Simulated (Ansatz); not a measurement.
# Bi2Se3 (Paraguanajuatite) (R-3m) in Ansatz: further runs, part 2 of 2

Ansatz 0.2.0.

## (3) Band structure, LDA

Input file input.yaml:

```yaml
crystal:
  lattice:
    - [2.0715, 1.1959810826, 9.5453333333]
    - [-2.0715, 1.1959810826, 9.5453333333]
    - [0.0, -2.3919621653, 9.5453333333]
  atoms:
    - { symbol: Bi, position: [0.5992, 0.5992, 0.5992] }
    - { symbol: Bi, position: [0.4008, 0.4008, 0.4008] }
    - { symbol: Se, position: [0.7883, 0.7883, 0.7883] }
    - { symbol: Se, position: [0.2117, 0.2117, 0.2117] }
    - { symbol: Se, position: [0.0, 0.0, 0.0] }
kpoints:
  mp_grid: { grid: [8, 8, 8] }
  band_path:
    path:
      - [0.0, 0.0, 0.0]
      - [0.5, 0.0, 0.0]
      - [0.5, 0.1771325325, -0.1771325325]
    npoints: 10
scf:
  occupations: { method: fermi_dirac, width: 0.05 }
hamiltonian:
  xc: lda
  pseudopotentials: { kind: all_electron, lapw: { basis_error: 0.002 } }
output:
  forces: true
  stress: true
  eigenvalues: true
```

Potentials or basis: all-electron LAPW, scalar-relativistic.

The run is started by

```bash
ansatz run input.yaml --threads 4 --pin off --max-ram 12288MiB --backend cpu --events-out ev --progress --plain --runs-dir out
```

Run time: 60 s. Hardware: 4 threads of AMD EPYC 7R43 (Zen 3), shared host; peak memory 1.1 GiB.

The run converged. Its results:

```yaml
Free_energy: -1368912.7087 eV
Pressure: -1.8 GPa
Largest_force: 0.118 eV/Å
Band_gap_on_the_k_mesh: 0.10 eV, direct
Band_gap_along_the_path: 0.10 eV, direct
```

Forces in eV/Å, atoms in the order of the input:
```
Bi   0.000  0.000  0.118
Bi   0.000  0.000 -0.118
Se   0.000  0.000 -0.010
Se   0.000  0.000  0.010
Se   0.000  0.000  0.000
```

Stress tensor (GPa, compression positive):
```
-1.75  0.00  0.00
 0.00 -1.75  0.00
 0.00  0.00 -1.87
```

Levels at the corners of the path, in eV from the valence-band top:
```tsv
point	band 69	band 70	band 71	band 72	band 73	band 74	band 75	band 76	band 77	band 78
Γ	-1.85	-1.85	-1.18	-1.18	0.00	0.10	1.33	1.33	2.05	2.65
L	-3.02	-3.02	-2.16	-1.20	-0.56	0.74	1.87	2.88	3.10	4.05
B1	-3.35	-2.66	-1.88	-1.06	-0.70	1.58	2.16	2.80	3.72	4.40
```

Caveat: spin-orbit coupling is left out, which as a rule narrows the gap of such compounds by several tenths of an eV.

## (4) Band structure, PBEsol

input.yaml, as its differences from that of step 3:

```diff
@@ -22,3 +22,3 @@
 hamiltonian:
-  xc: lda
+  xc: pbesol
   pseudopotentials: { kind: all_electron, lapw: { basis_error: 0.002 } }
```

The run is started by

```bash
ansatz run input.yaml --threads 4 --pin off --max-ram 12288MiB --backend cpu --events-out ev --progress --plain --runs-dir out
```

It took 43 s on 4 threads of AMD EPYC 7R43 (Zen 3), shared host; peak memory 1.1 GiB.

The run converged. Its results:

```
Free energy             : -1369347.2429 eV
Pressure                : -0.3 GPa
Largest force           : 0.155 eV/Å
Band gap on the k mesh  : 0.14 eV, direct
Band gap along the path : 0.14 eV, direct
```

Forces in eV/Å, atoms in the order of the input:
```
Bi   0.000  0.000  0.155
Bi   0.000  0.000 -0.155
Se   0.000  0.000  0.063
Se   0.000  0.000 -0.063
Se   0.000  0.000  0.000
```

Levels at the corners of the path, in eV from the valence-band top:
| point | band 71 | band 72 | band 73 | band 74 | band 75 | band 76 |
| --- | --- | --- | --- | --- | --- | --- |
| Γ | -1.20 | -1.20 | 0.00 | 0.14 | 1.36 | 1.36 |
| L | -2.17 | -1.23 | -0.56 | 0.78 | 1.89 | 2.90 |
| B1 | -1.90 | -1.07 | -0.70 | 1.61 | 2.20 | 2.83 |

Caveat: spin-orbit coupling is left out, which as a rule narrows the gap of such compounds by several tenths of an eV.

## (5) Band structure, RPBE

input.yaml, as its differences from that of step 4:

```diff
@@ -22,3 +22,3 @@
 hamiltonian:
-  xc: pbesol
+  xc: rpbe
   pseudopotentials: { kind: all_electron, lapw: { basis_error: 0.002 } }
```

Potentials or basis: all-electron LAPW, scalar-relativistic.

The run is started by

```bash
ansatz run input.yaml --threads 4 --pin off --max-ram 12288MiB --backend cpu --events-out ev --progress --plain --runs-dir out
```

What it wrote:

```text
Warning: RAYON_NUM_THREADS=4 ignored (pool sized by the plan → 4); use --threads N
[... 70 lines left out ...]
  k-point 64: bands = ["-196.5394", "-196.5394", "-196.4063", "-142.2109", "-142.2109", "-137.3223", "-137.3223", "-137.3198", "-137.3198", "-137.3198", "-137.3198", "-137.3194", "-137.3194", "-137.3176", "-137.3176", "-137.3176", "-137.3176", "-137.3176", "-137.3176", "-135.9106", "-135.9106", "-135.9106", "-135.9106", "-135.9031", "-135.9031", "-135.7997", "-135.7631", "-135.7631", "-80.5036", "-80.5036", "-80.5036", "-80.5036", "-80.5030", "-80.5029", "-36.0513", "-36.0513", "-36.0511", "-36.0511", "-36.0453", "-36.0453", "-36.0447", "-36.0447", "-36.0422", "-36.0420", "-35.9333", "-35.9251", "-35.9251", "-35.8960", "-35.8960", "-11.9040", "-11.9040", "-11.9024", "-11.9024", "-11.8965", "-11.8944", "-11.8841", "-11.8841", "-11.8816", "-11.8816", "-2.9563", "-2.7174", "-1.2261", "1.3721", "2.9613", "8.6203", "9.3019", "9.3019", "9.6646", "9.6646", "9.8014", "9.9042", "9.9042", "10.8676", "11.9825", "13.0291", "13.0291", "13.4138", "13.7106", "13.7106", "17.1463", "18.0180", "18.0180", "18.4309", "18.7800", "19.8488", "20.2516", "20.2516", "20.4868"]
```

Run time: 32 s. Hardware: 4 threads of AMD EPYC 7R43 (Zen 3), shared host; peak memory 1.1 GiB.

Results:

* Free energy: -1369839.9995 eV
* Pressure: 4.2 GPa
* Largest force: 0.161 eV/Å
* Band gap on the k mesh: 0.29 eV, direct
* Band gap along the path: 0.29 eV, direct

Forces in eV/Å, atoms in the order of the input:
```
Bi   0.000  0.000  0.161
Bi   0.000  0.000 -0.161
Se   0.000  0.000  0.159
Se   0.000  0.000 -0.159
Se   0.000  0.000  0.000
```

Levels at the corners of the path, in eV from the valence-band top:
| point | band 70 | band 71 | band 72 | band 73 | band 74 | band 75 | band 76 | band 77 |
| --- | --- | --- | --- | --- | --- | --- | --- | --- |
| Γ | -1.88 | -1.23 | -1.23 | 0.00 | 0.29 | 1.42 | 1.42 | 2.18 |
| L | -2.98 | -2.14 | -1.26 | -0.56 | 0.90 | 1.95 | 3.03 | 3.17 |
| B1 | -2.64 | -1.88 | -1.08 | -0.70 | 1.70 | 2.27 | 2.88 | 3.82 |

Caveat: spin-orbit coupling is left out, which as a rule narrows the gap of such compounds by several tenths of an eV.

## (6) Band structure, revPBE

input.yaml, as its differences from that of step 5:

```diff
@@ -22,3 +22,3 @@
 hamiltonian:
-  xc: rpbe
+  xc: revpbe
   pseudopotentials: { kind: all_electron, lapw: { basis_error: 0.002 } }
```

Potentials or basis: all-electron LAPW, scalar-relativistic.

The run is started by

```bash
ansatz run input.yaml --threads 4 --pin off --max-ram 12288MiB --backend cpu --events-out ev --progress --plain --runs-dir out
```

What it wrote:

```text
Warning: RAYON_NUM_THREADS=4 ignored (pool sized by the plan → 4); use --threads N
[... 69 lines left out ...]
  k-point 2: bands = ["-196.5321", "-196.5321", "-196.3955", "-142.2319", "-142.2319", "-137.3464", "-137.3464", "-137.3439", "-137.3439", "-137.3439", "-137.3439", "-137.3436", "-137.3436", "-137.3418", "-137.3418", "-137.3418", "-137.3418", "-137.3417", "-137.3417", "-135.9309", "-135.9309", "-135.9309", "-135.9309", "-135.9235", "-135.9235", "-135.8164", "-135.7800", "-135.7800", "-80.5162", "-80.5162", "-80.5162", "-80.5162", "-80.5154", "-80.5154", "-36.0923", "-36.0922", "-36.0921", "-36.0920", "-36.0864", "-36.0863", "-36.0858", "-36.0857", "-36.0832", "-36.0830", "-35.9707", "-35.9627", "-35.9627", "-35.9337", "-35.9337", "-11.9233", "-11.9202", "-11.9039", "-11.9034", "-11.9016", "-11.8997", "-11.8971", "-11.8952", "-11.8940", "-11.8917", "-2.5973", "-1.9705", "-1.2611", "1.3395", "1.9254", "7.1482", "7.6617", "8.1186", "8.4058", "8.9002", "9.4454", "10.0081", "10.1148", "10.7444", "12.5159", "13.2546", "13.4734", "14.0668", "14.4553", "15.3682", "15.9124", "17.5784", "18.6575", "19.0874", "19.3290", "19.8234", "20.2396", "20.6576", "21.4738"]
  k-point 64: bands = ["-196.5321", "-196.5321", "-196.3955", "-142.2319", "-142.2319", "-137.3464", "-137.3464", "-137.3439", "-137.3439", "-137.3439", "-137.3439", "-137.3436", "-137.3436", "-137.3418", "-137.3418", "-137.3418", "-137.3418", "-137.3417", "-137.3417", "-135.9309", "-135.9309", "-135.9309", "-135.9309", "-135.9235", "-135.9235", "-135.8164", "-135.7800", "-135.7800", "-80.5162", "-80.5162", "-80.5162", "-80.5162", "-80.5154", "-80.5154", "-36.0923", "-36.0923", "-36.0921", "-36.0921", "-36.0863", "-36.0863", "-36.0858", "-36.0858", "-36.0832", "-36.0831", "-35.9707", "-35.9627", "-35.9627", "-35.9337", "-35.9337", "-11.9150", "-11.9150", "-11.9133", "-11.9133", "-11.9066", "-11.9044", "-11.8947", "-11.8947", "-11.8921", "-11.8921", "-2.9928", "-2.7550", "-1.2634", "1.3332", "2.9207", "8.5874", "9.2734", "9.2734", "9.6360", "9.6360", "9.7612", "9.8770", "9.8770", "10.8315", "11.9390", "12.9918", "12.9918", "13.3684", "13.6719", "13.6719", "17.1005", "17.9776", "17.9776", "18.3643", "18.7214", "19.7791", "20.2164", "20.2164", "20.4463"]
```

Wall time 31 s (4 threads of AMD EPYC 7R43 (Zen 3), shared host); peak memory 1.1 GiB.

What came out:

* Free energy: -1369825.8569 eV
* Pressure: 3.8 GPa
* Largest force: 0.161 eV/Å
* Band gap on the k mesh: 0.27 eV, direct
* Band gap along the path: 0.27 eV, direct

Forces in eV/Å, atoms in the order of the input:
```
Bi   0.000  0.000  0.161
Bi   0.000  0.000 -0.161
Se   0.000  0.000  0.158
Se   0.000  0.000 -0.158
Se   0.000  0.000  0.000
```

Stress tensor (GPa, compression positive):
```
3.74 0.00 0.00
0.00 3.74 0.00
0.00 0.00 3.84
```

Levels at the corners of the path, in eV from the valence-band top:
```tsv
point	band 71	band 72	band 73	band 74	band 75	band 76
Γ	-1.23	-1.23	0.00	0.27	1.41	1.41
L	-2.14	-1.25	-0.56	0.89	1.94	3.01
B1	-1.88	-1.08	-0.71	1.69	2.26	2.87
```

Caveat: spin-orbit coupling is left out, which as a rule narrows the gap of such compounds by several tenths of an eV. Expect the measured gap to be larger: semilocal functionals such as revPBE lack the derivative discontinuity.

## (7) Overview

| level | cutoff (eV) | gap on the mesh (eV) | pressure (GPa) | largest force (eV/Å) |
| --- | --- | --- | --- | --- |
| PBE | 207 | 0.22 | 2.6 | 0.16 |
| LDA | 208 | 0.10 | -1.8 | 0.12 |
| PBEsol | 207 | 0.14 | -0.3 | 0.15 |
| RPBE | 207 | 0.29 | 4.2 | 0.16 |
| revPBE | 207 | 0.27 | 3.8 | 0.16 |

Alike in all rows: task band structure; potentials or basis all-electron LAPW, scalar-relativistic; no spin polarisation; cell as given; k mesh 8 × 8 × 8; smearing fermi-dirac 0.05 eV; basis error allowed 0.002 eV/atom.

On the cell as given the gap runs from 0.10 eV (LDA) to 0.29 eV (RPBE). The pressure there spans -1.8 GPa (LDA) to 4.2 GPa (RPBE); a positive pressure means that this level wants a larger cell, a negative one a smaller.

Caveats: spin-orbit coupling is left out, which as a rule narrows the gap of such compounds by several tenths of an eV.

Compare energies only between runs with the same functional and basis.
